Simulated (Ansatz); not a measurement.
GaSb:

```
CELL_PARAMETERS angstrom
0.00000 2.83972 2.83972
2.83972 0.00000 2.83972
2.83972 2.83972 0.00000
ATOMIC_POSITIONS crystal
Sb 0.75000 0.75000 0.75000
Ga 0.00000 0.00000 0.00000
```

The cell isn't the ideal one: volume scaled by 0.8.

Below is the output of Ansatz 0.2.0 for this cell. Logs are shortened: lines on timing, memory, paths and dates and some standing lists are left out, and cuts for length are marked.

```text
Warning: output.stress: scf.convergence.dr2_threshold = 1e-7 eV (the SCF's general default) is looser than the 2e-10 eV advised for a printed stress (1e-10 eV for each atom of the cell: 2). What an SCF threshold leaves in a stress goes as its square root, and in the free energy as the threshold itself, and one threshold admits the most on a small cell: of the crystals measured, under no hybrid functional and no lock of the moments, on runs that ended without the residual-converged pass, on stresses that held no estimate of that error, the worst erred by over 100 MPa in a component at 1e-7 eV an atom and by under 5 at 1e-10. Set scf.convergence.dr2_threshold to 2e-10 eV or tighter. The threshold is an SCF's pass mark: one that does not reach it within its budget of iterations ends unconverged, or closes short of it on a stop that the run arms, and scf.convergence.dr2_threshold's page says what that costs each kind of run
Warning: RAYON_NUM_THREADS=1 ignored (pool sized by the plan → 1); use --threads N
Engine: ansatz 0.2.0, x86_64-unknown-linux-gnu
Pseudopotentials: kind: paw_fr
Pseudopotential: Sb, paw_fr, valence charge 15, recommended cutoff 420 eV (normal), Sb.paw.azcp#standard-fr
Pseudopotential: Ga, paw_fr, valence charge 13, recommended cutoff 420 eV (normal), Ga.paw.azcp#standard-fr
Functional definition: PBEsol
  exchange = pbesol_x
  correlation = pbesol_c
Crystal: 2 atoms, lattice volume = 45.799 Å³
Basis set: ecut = 420 eV, 893 PW (Γ), exchange–correlation on 54×54×54 points (8 copies of the dense FFT grid, shifted against one another)
Bands: 36, of which v1, the nominal top of the filled ones, is band 28 counted from 1 (27 counted from 0)
Symmetry: 3 space group operations + 3 with time reversal
Magnetic group: BNS 160.67 (UNI 1297), of the structure as read, at distance tolerance 3.6e-5 Å
k-points: 96 of 512 (time reversal used)
Projection manifold: j_resolved (fully-relativistic pseudo-atomic orbitals)
Non-local potential: Sb, projectors of the file, l = 0: 2, l = 1: 4, l = 2: 4, l = 3: 4
Non-local potential: Ga, projectors of the file, l = 0: 2, l = 1: 4, l = 2: 6, l = 3: 2
PAW form: soft (Blöchl's): semilocal exchange-correlation on the pseudo side does not see the compensation charge
PAW frozen core: Sb, regenerated for the run's functional, and the local potential with it (the file was generated under x = pbe(κ = 0.804, μ = 0.2195149727645171), c = pbe(β = 0.06672455060314922))
[... 56 lines left out ...]
  E_closure    = 0.000000  (closes the sum)
  Σ components = -10153.419713   (vs F -10153.419713, Δ=0.00e0)
--- Forces (eV/Å), atoms counted from 1 ---
  atom   1  Sb     0.00000001     0.00000001     0.00000001
  atom   2  Ga     0.00000001     0.00000001     0.00000001
  max |Σ_I F_I| component: 1.68e-8 eV/Å
--- Stress (GPa, compression-positive) ---
       18.970893      -0.000000      -0.000000
       -0.000000      18.970893      -0.000000
       -0.000000      -0.000000      18.970893
  P = ⅓ Tr σ = 18.9709 GPa (189.709 kbar)
--- Band table (eV; the first three rows and the last of 96) ---
  k-point 0: bands = ["-19.0512", "-19.0512", "-19.0512", "-19.0512", "-17.8350", "-17.8350", "-17.8049", "-17.8049", "-17.8049", "-17.8049", "-5.0064", "-5.0064", "-5.0064", "-5.0064", "-4.5923", "-4.5923", "-4.5241", "-4.5241", "-4.5241", "-4.5241", "-2.4492", "-2.4492", "10.2985", "10.2985", "11.0957", "11.0957", "11.0957", "11.0957", "12.5318", "12.5318", "13.3494", "13.3494", "13.5810", "13.5810", "13.5810", "13.5810"]
  k-point 1: bands = ["-19.0512", "-19.0508", "-19.0504", "-19.0504", "-17.8341", "-17.8341", "-17.8051", "-17.8051", "-17.8040", "-17.8034", "-5.0099", "-5.0094", "-5.0094", "-5.0010", "-4.5933", "-4.5933", "-4.5288", "-4.5288", "-4.5261", "-4.5172", "-2.2389", "-2.2389", "8.7598", "8.7598", "10.2402", "10.2402", "10.7021", "10.7024", "12.6708", "12.6708", "13.8860", "13.8860", "14.0681", "14.0777", "14.8590", "14.8590"]
  k-point 2: bands = ["-19.0506", "-19.0501", "-19.0484", "-19.0484", "-17.8319", "-17.8319", "-17.8055", "-17.8055", "-17.8012", "-17.8005", "-5.0171", "-5.0171", "-5.0098", "-4.9973", "-4.5939", "-4.5939", "-4.5392", "-4.5392", "-4.5219", "-4.5093", "-1.6334", "-1.6334", "6.2397", "6.2397", "9.6192", "9.6192", "10.0784", "10.0786", "12.1770", "12.1770", "14.4779", "14.4779", "14.6521", "14.6654", "17.0100", "17.0100"]
  k-point 95: bands = ["-19.0495", "-19.0495", "-19.0456", "-19.0456", "-17.8290", "-17.8290", "-17.8061", "-17.8061", "-17.7967", "-17.7967", "-5.0291", "-5.0291", "-5.0015", "-5.0015", "-4.5905", "-4.5905", "-4.5533", "-4.5533", "-4.5064", "-4.5064", "-0.1645", "-0.1645", "3.1268", "3.1268", "9.0377", "9.0377", "9.4887", "9.4887", "11.7217", "11.7217", "14.4603", "14.4603", "14.5574", "14.5574", "16.9008", "16.9008"]
--- Löwdin populations: 2 sites ---
  site symbol       q [e]
     0     Sb     14.5602
     1     Ga     13.3931
  spilling = 0.001671 (of n_electrons = 28.000000)
--- Bader charges: 2 sites ---
  site symbol  charge [e]  shift [e]  m_x [muB]  m_y [muB]  m_z [muB]
     0     Sb     -0.2647     0.0004     0.0000     0.0000     0.0000
     1     Ga      0.2647     0.0004     0.0000     0.0000     0.0000
  estimated error of the sums over rays = 5.5e-4 e
```

Task: Write the input and the command behind it.

Result: Atomic charges with PBEsol, non-collinear spin, ferromagnetic start, spin-orbit coupling. The files as run (others can give the same):

input.yaml
```yaml
crystal:
  lattice:
    - [0.0, 2.8397240484, 2.8397240484]
    - [2.8397240484, 0.0, 2.8397240484]
    - [2.8397240484, 2.8397240484, 0.0]
  atoms:
    - { symbol: Sb, position: [0.75, 0.75, 0.75], spin: 0.501, spin_axis: [0.289, 0.289, 0.289] }
    - { symbol: Ga, position: [0.0, 0.0, 0.0] }
hamiltonian:
  xc: pbesol
  pseudopotentials: { kind: paw_fr, partial_waves: polarizable }
magnetization:
  noncollinear: true
  spin_orbit: true
kpoints:
  mp_grid: { grid: [8, 8, 8] }
scf:
  occupations: { method: fermi_dirac, width: 0.1 }
output:
  forces: true
  stress: true
  eigenvalues: true
  bader: true
  populations: true
```

Potentials or basis: Ansatz PAW polarizable.
Command:
```console
$ ansatz run input.yaml --threads 1 --pin off --max-ram 2560MiB --backend cpu --events-out ev --progress --plain --runs-dir out
```

Caveat: the PAW data sets come from PBE, with cores solved anew for the run's functional, which leaves a small shift of forces and pressure; the starting moments weren't kept; the thresholds are loose for stress.
